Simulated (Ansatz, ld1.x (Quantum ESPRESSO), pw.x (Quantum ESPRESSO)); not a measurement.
**Equation-of-state test of one PAW potential (Ba)**

- Element: barium
- Generator: ld1.x (Quantum ESPRESSO) 7.5
- Type: PAW
- Functional: PBE
- Relativity: scalar-relativistic
- Frozen core: [Kr] 4d10
- Valence charge: 10
- Reference configuration: 5s2 5p6 5d0 6s2 6p0
- Partial waves: 5s (bound): rcut 2.15, rcutus 2.85 bohr; 6s (bound): rcut 2.15, rcutus 2.85 bohr; 5p (bound): rcut 2.85, rcutus 3.20 bohr; 6p (bound, empty): rcut 2.85, rcutus 3.20 bohr; 5d (bound, empty): rcut 3.70, rcutus 4.40 bohr; 5d channel at 0.75 Ry: rcut 3.70, rcutus 4.40 bohr
- Local potential: all-electron potential smoothed inside 3.65 bohr (lloc = -1)
- Core correction: Bessel-smoothed model core inside 2.90 bohr
- Augmentation charge: BESSEL, radius 2.40 bohr

Atomic tests: cutoffs needed: 10 Ry and 15 Ry (the cutoffs (Ry, on a coarse ladder) from which the occupation-weighted sum of valence levels, in a spherical-Bessel basis at the reference potential, stays within 10 and 1 mRy of its value at 400 Ry); ghost test: no extra level below or beside the all-electron valence levels (s, p, d, f tested) (spherical-Bessel basis up to 400 Ry, 20 bohr box); configuration tests: test run stopped at test 4 of 7 (negative rho).

Crystal test: fcc Ba in pw.x 7.5, no spin, 9³ k-points, Fermi–Dirac smearing 0.01 Ry, cutoffs 40/320 Ry. The reference is all-electron LAPW (Ansatz 0.2.0) with the same functional, mesh and smearing; V0 and B0 come from Birch–Murnaghan fits to the pressures at five volumes. Errors are pseudo minus all-electron; Δ is the rms difference of the E(V) curves that follow from these fits, minima aligned, over ±6 % about the mean V0. Mesh and smearing are coarse, so the numbers serve the comparison and aren't converged zero-temperature values; the lattice is a test structure that the element need not adopt.

| V (Å³/atom) | P all-electron (GPa) | P pseudo (GPa) |
| --- | --- | --- |
| 61.159 | 0.44 | 0.33 |
| 62.769 | 0.21 | 0.11 |
| 64.378 | 0.00 | -0.10 |
| 65.987 | -0.19 | -0.28 |
| 67.597 | -0.37 | -0.45 |

All-electron: a0 = 6.363 Å (V0 = 64.40 Å³/atom), B0 = 8.0 GPa.

Pseudopotential: mean pressure error (GPa): -0.10; a0 (Å): 6.337; a0 error (%): -0.41; B0 error (%): -0.8; Δ (meV/atom): 1.4. Atomic configuration tests: test run stopped at test 4 of 7 (negative rho).

**Question.** At the middle volume, how do free energy and pressure move when the wave cutoff is lowered (ecutrho held at 320 Ry)?

**Answer.**

```
cutoff (Ry)  shift of F (meV/atom)  shift of P (GPa)
         18                   +4.7             -0.03
         24                   +0.8             +0.00
         32                   +0.2             +0.00
```

Input at the middle volume:

```
&control
  calculation='scf', prefix='x', pseudo_dir='./', outdir='./tmp', tstress=.true., disk_io='none'
/
&system
  ibrav=0, nat=1, ntyp=1, ecutwfc=40, ecutrho=320, nbnd=12,
  occupations='smearing', smearing='fd', degauss=0.01
/
&electrons
  conv_thr=1e-09, mixing_beta=0.4, electron_maxstep=70
/
ATOMIC_SPECIES
Ba 1.0 Ba.UPF
CELL_PARAMETERS angstrom
  0.00000000 3.18104023 3.18104023
  3.18104023 0.00000000 3.18104023
  3.18104023 3.18104023 0.00000000
ATOMIC_POSITIONS crystal
Ba 0.0000 0.0000 0.0000
K_POINTS automatic
9 9 9 0 0 0
```

```bash
pw.x < Ba.scf.in > Ba.scf.out
```

Lines of the output:

```
Message from routine setup:
     using ibrav=0 with symmetry is DISCOURAGED, use correct ibrav instead
     lattice parameter (alat)  =       8.5013  a.u.
     unit-cell volume          =     434.4443 (a.u.)^3
     number of electrons       =        10.00
     number of Kohn-Sham states=           12
     kinetic-energy cutoff     =      40.0000  Ry
     charge density cutoff     =     320.0000  Ry
     scf convergence threshold =      1.0E-09
     Exchange-correlation= SLA  PW   PBX  PBC
     number of k points=    35  Fermi-Dirac smearing, width (Ry)=  0.0100
     iteration #  1     ecut=    40.00 Ry     beta= 0.40
     total energy              =    -436.18429168 Ry
     estimated scf accuracy    <       0.00745498 Ry
     iteration #  2     ecut=    40.00 Ry     beta= 0.40
     total energy              =    -436.18483627 Ry
     estimated scf accuracy    <       0.00226563 Ry
     iteration #  3     ecut=    40.00 Ry     beta= 0.40
     total energy              =    -436.18514247 Ry
     estimated scf accuracy    <       0.00007518 Ry
     iteration #  4     ecut=    40.00 Ry     beta= 0.40
     c_bands:  1 eigenvalues not converged
     c_bands:  1 eigenvalues not converged
     total energy              =    -436.18520573 Ry
     estimated scf accuracy    <       0.00004070 Ry
     iteration #  5     ecut=    40.00 Ry     beta= 0.40
     total energy              =    -436.18521963 Ry
     estimated scf accuracy    <       0.00001123 Ry
     iteration #  6     ecut=    40.00 Ry     beta= 0.40
     total energy              =    -436.18522065 Ry
     estimated scf accuracy    <       0.00000505 Ry
     iteration #  7     ecut=    40.00 Ry     beta= 0.40
     total energy              =    -436.18522191 Ry
     estimated scf accuracy    <       0.00000121 Ry
     iteration #  8     ecut=    40.00 Ry     beta= 0.40
     total energy              =    -436.18522294 Ry
     estimated scf accuracy    <       0.00000015 Ry
     iteration #  9     ecut=    40.00 Ry     beta= 0.40
     total energy              =    -436.18522313 Ry
     estimated scf accuracy    <       0.00000052 Ry
     iteration # 10     ecut=    40.00 Ry     beta= 0.40
     total energy              =    -436.18522315 Ry
     estimated scf accuracy    <       0.00000062 Ry
     iteration # 11     ecut=    40.00 Ry     beta= 0.40
     total energy              =    -436.18522318 Ry
     estimated scf accuracy    <          5.3E-09 Ry
     iteration # 12     ecut=    40.00 Ry     beta= 0.40
     total energy              =    -436.18522319 Ry
     estimated scf accuracy    <          2.2E-09 Ry
     iteration # 13     ecut=    40.00 Ry     beta= 0.40
     total energy              =    -436.18522318 Ry
     estimated scf accuracy    <          1.2E-09 Ry
     iteration # 14     ecut=    40.00 Ry     beta= 0.40
     total energy              =    -436.18522319 Ry
     estimated scf accuracy    <          2.6E-09 Ry
     iteration # 15     ecut=    40.00 Ry     beta= 0.40
     total energy              =    -436.18522319 Ry
     estimated scf accuracy    <          3.5E-09 Ry
     iteration # 16     ecut=    40.00 Ry     beta= 0.40
     total energy              =    -436.18522319 Ry
     estimated scf accuracy    <          1.5E-09 Ry
     iteration # 17     ecut=    40.00 Ry     beta= 0.40
     the Fermi energy is     5.3730 ev
!    total energy              =    -436.18522319 Ry
     estimated scf accuracy    <          2.8E-10 Ry
     smearing contrib. (-TS)   =      -0.00775607 Ry
     The total energy is F=E-TS. E is the sum of the following terms:
     one-electron contribution =     -11.49937133 Ry
     hartree contribution      =      10.66708207 Ry
     xc contribution           =      -7.55167253 Ry
     ewald contribution        =     -38.13539517 Ry
     one-center paw contrib.   =    -389.65811015 Ry
     convergence has been achieved in  17 iterations
          total   stress  (Ry/bohr**3)                   (kbar)     P=       -0.95
     Message from routine punch:
     Nothing written, as per user request (disk_io='none')
```

The run at the middle volume (35 k-points, 17 iterations) took about 28 s on one core of a shared host (Neoverse-V2, 32 threads, 247 GiB, load 24).
